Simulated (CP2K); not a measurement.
Set up this calculation in CP2K 2026.2, as the native input.

| Item | Value |
| --- | --- |
| Task | single point |
| Functional | PBE |
| Potentials or basis | POTENTIAL_UZH Sn GTH-PBE-q4; TZVP-MOLOPT-PBE-GTH basis |
| Density cutoff | 6123 eV |
| k mesh | 7 × 7 × 7 |
| Occupations | fermi-dirac, width 0.05 eV |
| Spin | no spin polarisation |
| SCF solver | diagonalisation with k points |
| Quickstep method | GPW |
| EPS_DEFAULT | 1.0E-9 |
| EPS_SCF | 1.0E-6 |
| MAX_SCF | 100 |
| SCF_GUESS | ATOMIC |
| k points reduced by the point group | yes |
| Mesh centred on Gamma | yes |
| CHOLESKY | OFF |
| EPS_EIGVAL | 1.0E-7 |
| MIXING METHOD | BROYDEN_MIXING |
| MIXING ALPHA | 0.4 |
| NBUFFER | 8 |
| NGRIDS | 5 |
| Basis sets | Sn TZVP-MOLOPT-PBE-GTH-q4 |
| Potentials | Sn GTH-PBE-q4 of POTENTIAL_UZH |
| ADDED_MOS | [10] |
| REL_CUTOFF (Ry) | 60 Ry |
| MIXING BETA (1/bohr) | 1.5 1/bohr |
| CUTOFF of the grids | 450 Ry |

Sn:

```
Sn
1.0
     4.57264    0.00000    0.00000
     2.28632    3.96002    0.00000
     2.28632    1.32001    3.88288
Sn
2
Direct
  0.75000 0.75000 0.75000
  0.50000 0.50000 0.50000
```

The cell isn't the ideal one: strain_c = 0.04.

The input as run:

sn_scf.inp

```
&GLOBAL
  PROJECT sn_scf
  RUN_TYPE ENERGY_FORCE
  PRINT_LEVEL LOW
&END GLOBAL
&FORCE_EVAL
  METHOD QS
  STRESS_TENSOR ANALYTICAL
  &DFT
    BASIS_SET_FILE_NAME BASIS_MOLOPT_UZH
    POTENTIAL_FILE_NAME POTENTIAL_UZH
    &MGRID
      CUTOFF 450
      REL_CUTOFF 60
      NGRIDS 5
    &END MGRID
    &QS
      METHOD GPW
      EPS_DEFAULT 1.0E-9
    &END QS
    &KPOINTS
      SCHEME MONKHORST-PACK 7 7 7
      GAMMA_CENTERED T
      SYMMETRY T
      SYMMETRY_BACKEND SPGLIB
    &END KPOINTS
    &SCF
      SCF_GUESS ATOMIC
      EPS_SCF 1.0E-6
      MAX_SCF 100
      ADDED_MOS 10
      CHOLESKY OFF
      EPS_EIGVAL 1.0E-7
      &DIAGONALIZATION ON
        ALGORITHM STANDARD
      &END DIAGONALIZATION
      &MIXING ON
        METHOD BROYDEN_MIXING
        ALPHA 0.4
        BETA 1.5
        NBUFFER 8
      &END MIXING
      &SMEAR ON
        METHOD FERMI_DIRAC
        ELECTRONIC_TEMPERATURE 580.23
      &END SMEAR
    &END SCF
    &XC
      &XC_FUNCTIONAL
        &GGA_X_PBE
        &END GGA_X_PBE
        &GGA_C_PBE
        &END GGA_C_PBE
      &END XC_FUNCTIONAL
    &END XC
    &PRINT
      &KPOINTS ON
      &END KPOINTS
      &MULLIKEN ON
      &END MULLIKEN
      &MO ON
        ENERGIES T
        OCCUPATION_NUMBERS T
        &EACH
          QS_SCF 0
        &END EACH
        ADD_LAST NUMERIC
      &END MO
      &E_DENSITY_CUBE ON
        STRIDE 1
      &END E_DENSITY_CUBE
      &V_HARTREE_CUBE ON
        STRIDE 1
      &END V_HARTREE_CUBE
      &ELF_CUBE ON
        STRIDE 1
      &END ELF_CUBE
    &END PRINT
  &END DFT
  &SUBSYS
    &CELL
      A 4.5726372396 0.0000000000 0.0000000000
      B 2.2863186198 3.9600200118 0.0000000000
      C 2.2863186198 1.3200066706 3.8828843789
      PERIODIC XYZ
    &END CELL
    &COORD
      Sn  6.8589558594 3.9600200118 2.9121632842
      Sn  4.5726372396 2.6400133412 1.9414421895
    &END COORD
    &KIND Sn
      BASIS_SET TZVP-MOLOPT-PBE-GTH-q4
      POTENTIAL GTH-PBE-q4
    &END KIND
    &PRINT
      &ATOMIC_COORDINATES ON
      &END ATOMIC_COORDINATES
      &CELL ON
      &END CELL
    &END PRINT
  &END SUBSYS
  &PRINT
    &FORCES ON
    &END FORCES
    &STRESS_TENSOR ON
    &END STRESS_TENSOR
  &END PRINT
&END FORCE_EVAL
```

Potentials or basis: POTENTIAL_UZH Sn GTH-PBE-q4; TZVP-MOLOPT-PBE-GTH basis.

Run with:

```bash
$ OMP_NUM_THREADS=1 cp2k.psmp -i sn_scf.inp -o sn_scf.out
```

Results of the run:

The pressure is 2.4 GPa. The largest force is 0.339 eV/Å. The band gap on the k mesh is none (metal or under the smearing width).

Caveat: the basis of atomic orbitals isn't converged, which shifts pressures, moduli and gaps.

Wall time 17 s on 1 thread of Arm Neoverse V1, with other jobs on the host, peak memory 0.29 GiB.
